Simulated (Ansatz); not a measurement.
The system is Cl.

```xyz
4
Lattice="3.1450 -2.2500 0.0000 3.1450 2.2500 0.0000 0.0000 0.0000 8.2100" Properties=species:S:1:pos:R:3 pbc="T T T"
Cl    3.1450    0.5850    3.2840
Cl    3.1450    1.6650    7.3890
Cl    3.1450   -0.5850    4.9260
Cl    3.1450   -1.6650    0.8210
```

Base run:

- Program: Ansatz 0.2.0
- Functional: PBEsol
- Potentials or basis: all-electron LAPW, scalar-relativistic
- Cutoff: 282 eV
- Density cutoff: 1130 eV
- Basis error allowed: 0.002 eV/atom
- k mesh: 7 × 7 × 4
- Occupations: fermi-dirac, width 0.05 eV
- Spin: no spin polarisation

Its results: band gap on the k mesh 2.44 eV, indirect (least direct gap 2.49 eV); pressure -0.9 GPa; largest force 0.175 eV/Å.

Problem. The run is repeated on the same cell with these changes: functional from PBEsol to PBE. What comes out?

Solution. Band gap on the k mesh 2.50 eV, indirect (least direct gap 2.56 eV); pressure 0.7 GPa; largest force 0.097 eV/Å.

PBE binds less tightly than PBEsol, so the same cell stands under more pressure.

Not every run made on this cell is shown here.
